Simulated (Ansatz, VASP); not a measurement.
# SiC: VASP beside Ansatz, part 3 of 3

Aim: how closely do two programs agree when they are given the same cell, functional and k mesh? Of the first pair: The structure shown is frame 167 of Ansatz's trajectory.

VASP 6.6.1 and Ansatz 0.2.0.

So far. Step 6 (VASP: single point, PBE, pair 2): The run ends at a pressure of 4.64 GPa, with forces up to 2.7 eV/Å.

## 9. VASP: single point, PBE, pair 3

Level of this step: PBE; plane waves and PAW (Si, C) (VASP).

The same cell, functional and mesh now go to VASP, with its own data sets.

The input, INCAR:

```
SYSTEM = SiC
PREC = Accurate
ENCUT = 520
EDIFF = 1E-06
NELM = 120
ISMEAR = 0
SIGMA = 0.01
LREAL = Auto
ALGO = Normal
GGA = PE
NBANDS = 200
LORBIT = 11
LWAVE = .FALSE.
LCHARG = .FALSE.
ISIF = 2
LASPH = .TRUE.
GGA_COMPAT = .FALSE.
EFERMI = MIDGAP
NCORE = 2
```

The input, POSCAR:

```
SiC
1.0
    9.2280000000      0.0000000000      0.0000000000
   -4.6140000000      7.9916820000      0.0000000000
    0.0000000000      0.0000000000     10.0960000000
Si C
36 36
Direct
    0.9893759607      0.0022022898      0.0024564184
    0.1041303219      0.2149359797      0.2539223455
    0.9958549053      0.9940938591      0.4973553883
    0.1208543509      0.2336679563      0.7418284469
    0.9907552364      0.3303184486      0.0043581616
    0.1111148157      0.5481073947      0.2584092710
    0.0032232684      0.3317824708      0.4977119651
    0.1216951591      0.5663638768      0.7529714739
    0.0011795896      0.6749642941      0.0031398574
    0.1079714748      0.8818293821      0.2511687797
    0.0014061128      0.6608746444      0.5027040412
    0.1215196859      0.8952933813      0.7523870840
    0.3223170601      0.0066193825      0.0065273376
    0.4404639211      0.2143478682      0.2540015848
    0.3366369355      0.0003003122      0.5021889857
    0.4548153077      0.2334927741      0.7505051506
    0.3259551898      0.3320577571      0.0011390650
    0.4419738700      0.5453044803      0.2451664025
    0.3403901219      0.3336844484      0.4992769414
    0.4535782427      0.5646120554      0.7489599842
    0.3267540402      0.6707599226      0.9997523772
    0.4397107233      0.8822172854      0.2502575277
    0.3337853863      0.6653167631      0.4979694929
    0.4559463751      0.8944675226      0.7438787639
    0.6613490892      0.0063566093      0.9991184628
    0.7706717939      0.2122581955      0.2515649762
    0.6698561104      0.9925297328      0.4983260697
    0.7934563449      0.2297388710      0.7457111727
    0.6611851661      0.3327084336      0.9970087163
    0.7675759625      0.5470938408      0.2412836767
    0.6639514310      0.3338846566      0.5056755151
    0.7878159537      0.5655755572      0.7515748811
    0.6561966053      0.6628266740      0.9999603803
    0.7740173205      0.8857459544      0.2540808241
    0.6676191903      0.6560446224      0.4998415214
    0.7924350246      0.9017751207      0.7537935816
    0.1051396655      0.2224813250      0.0702258320
    0.9932983610      0.9897393315      0.3143918384
    0.1073005732      0.2209297117      0.5606477813
    0.0113707389      0.0096725570      0.8116481775
    0.1055450373      0.5566037287      0.0648375594
    0.9968116834      0.3270650659      0.3168779715
    0.1158180634      0.5587059145      0.5646691759
    0.0151123752      0.3456343733      0.8103902536
    0.1007749170      0.8879607572      0.0658280507
    0.9949174123      0.6550060425      0.3111727417
    0.1080701196      0.8859711885      0.5654417591
    0.0167727210      0.6775419743      0.8103308241
    0.4426165610      0.2253718304      0.0609152139
    0.3305502396      0.9961459928      0.3161648177
    0.4486786391      0.2238202171      0.5632131537
    0.3417316627      0.0033159478      0.8170265452
    0.4347987857      0.5565286507      0.0655408082
    0.3270729933      0.3263393113      0.3111232171
    0.4448247988      0.5500093722      0.5606180666
    0.3365567954      0.3390650429      0.8124801902
    0.4329218894      0.8908762886      0.0642333597
    0.3297622773      0.6590477449      0.3113708399
    0.4438071694      0.8861839097      0.5603011094
    0.3440505206      0.6731248816      0.8103506339
    0.7712035175      0.2187399348      0.0571117274
    0.6545578364      0.9870740603      0.3121731379
    0.7806756316      0.2246585888      0.5579536450
    0.6739452665      0.0038289812      0.8097860539
    0.7734500899      0.5523618182      0.0520602219
    0.6632796098      0.3272527611      0.3156497623
    0.7793953171      0.5594191561      0.5664916799
    0.6723613749      0.3370504482      0.8082507924
    0.7700753786      0.8859461625      0.0616382726
    0.6625752697      0.6562948826      0.3065966719
    0.7755695033      0.8892621103      0.5626683835
    0.6770342851      0.6813334164      0.8136786846
```

The input, KPOINTS:

```
Automatic mesh
0
Gamma
1 1 1
0 0 0
```

The projector-augmented-wave data sets are Si and C (PBE family, release 64).

On the command line:

```bash
$ mpirun -np 8 vasp_gam
```

What it wrote:

```text
[... set-up lines as in an earlier step ...]
 entering main loop
       N       E                     dE             d eps       ncg     rms          rms(c)
DAV:   1     0.167366948450E+04    0.16737E+04   -0.15093E+05   400   0.138E+03
DAV:   2    -0.421784248754E+03   -0.20955E+04   -0.19466E+04   512   0.276E+02
DAV:   3    -0.597532430873E+03   -0.17575E+03   -0.17359E+03   488   0.771E+01
DAV:   4    -0.601889227483E+03   -0.43568E+01   -0.43364E+01   488   0.135E+01
[...]
DAV:  14    -0.530392911160E+03   -0.55769E-05   -0.78427E-06   480   0.548E-03    0.499E-03
DAV:  15    -0.530392913511E+03   -0.23510E-05   -0.19812E-06   296   0.312E-03    0.268E-03
DAV:  16    -0.530392913430E+03    0.81254E-07   -0.30492E-07   248   0.131E-03
   1 F= -.53039291E+03 E0= -.53039291E+03  d E =0.000000E+00
```

OUTCAR, selected parts (step 9):

```text
 POSITION                                       TOTAL-FORCE (eV/Angst)
 -----------------------------------------------------------------------------------
      9.11980      0.01760      0.02480         0.994380     -0.059229     -0.153751
     -0.03080      1.71770      2.56360         0.359714      0.007184      0.338793
      4.60300      7.94448      5.02130         0.243454      0.370540      1.313110
      0.03710      1.86740      7.48950        -0.000786     -0.839519      1.616584
      7.61860      2.63980      0.04400         1.231489      1.281894     -0.719197
     -1.50360      4.38030      2.60890        -0.978022      0.204700     -1.484921
     -1.50110      2.65150      5.02490        -0.882304      0.569959      1.190384
     -1.49020      4.52620      7.60200         0.607818     -0.450709     -0.397647
     -3.10340      5.39410      0.03170         0.316056     -1.513783     -0.746100
     -3.07240      7.04730      2.53580        -0.278402     -0.359143      0.771399
     -3.03630      5.28150      5.07530        -0.695540      0.880431     -0.369788
     -3.00950      7.15490      7.59610        -0.181881      0.546935     -0.118820
      2.94380      0.05290      0.06590         1.559178     -1.015759     -1.034666
      3.07560      1.71300      2.56440        -0.177844      0.695095     -0.366846
[...]
-----------------------------------------------------------------------------------
    total drift:                               -0.001361     -0.007028      0.019720

  FREE ENERGIE OF THE ION-ELECTRON SYSTEM (eV)
  ---------------------------------------------------
  free  energy   TOTEN  =      -530.3929134296 eV

  energy  without entropy=     -530.3929134296  energy(sigma->0) =     -530.39291343
```

The run ends at a pressure of 4.64 GPa, with forces up to 2.3 eV/Å.

## 10. Side by side

Forces on 10 of the 72 atoms, those with the largest forces and the largest differences (eV/Å; atoms numbered as in POSCAR):

```tsv
atom	Ansatz x, y, z	VASP x, y, z
Si5	1.232, 1.285, -0.724	1.231, 1.282, -0.719
Si13	1.560, -1.015, -1.041	1.559, -1.016, -1.035
Si25	0.214, -2.206, -0.223	0.217, -2.200, -0.220
Si27	-1.835, 1.332, 0.429	-1.836, 1.332, 0.425
Si30	1.640, -0.047, 0.906	1.640, -0.049, 0.907
Si35	-1.369, 1.728, -0.308	-1.368, 1.725, -0.305
C42	-0.256, -0.515, -1.259	-0.250, -0.508, -1.265
C45	-0.105, 1.133, -0.171	-0.099, 1.134, -0.183
C48	-1.587, -0.570, 0.936	-1.584, -0.571, 0.941
C56	0.696, 0.462, -0.279	0.705, 0.464, -0.286
```

The forces differ by 3.4 meV/Å r.m.s., which is 0.5 % of the r.m.s. force of 0.738 eV/Å (both taken over all components).

## 11. Results

```
r.m.s. force difference (single point, PBE, pair 1) : 0.45 % of the r.m.s. force
r.m.s. force difference (single point, PBE, pair 2) : 0.54 % of the r.m.s. force
r.m.s. force difference (single point, PBE, pair 3) : 0.47 % of the r.m.s. force
```

**Reading.** The r.m.s. force difference is 0.54 % of the r.m.s. force (single point, PBE, pair 2), within the 3 % picked in this series as the mark of a large difference. Such differences can come from data sets, numerical settings and the points named under the comparisons, not from the functional's error against experiment.

[Lines on the potential files, build, host, timing and source positions are cut from VASP's logs without a mark.]

[Logs are printed without paths, hosts, clocks, repeated set-up lines and the standing remarks that a program may print on its own settings, such as how far it seeks lower states.]

[Hosts, paths, dates, database ids (printed as entryN), source tags and the programs' standing remarks are cut or masked in the printed files.]
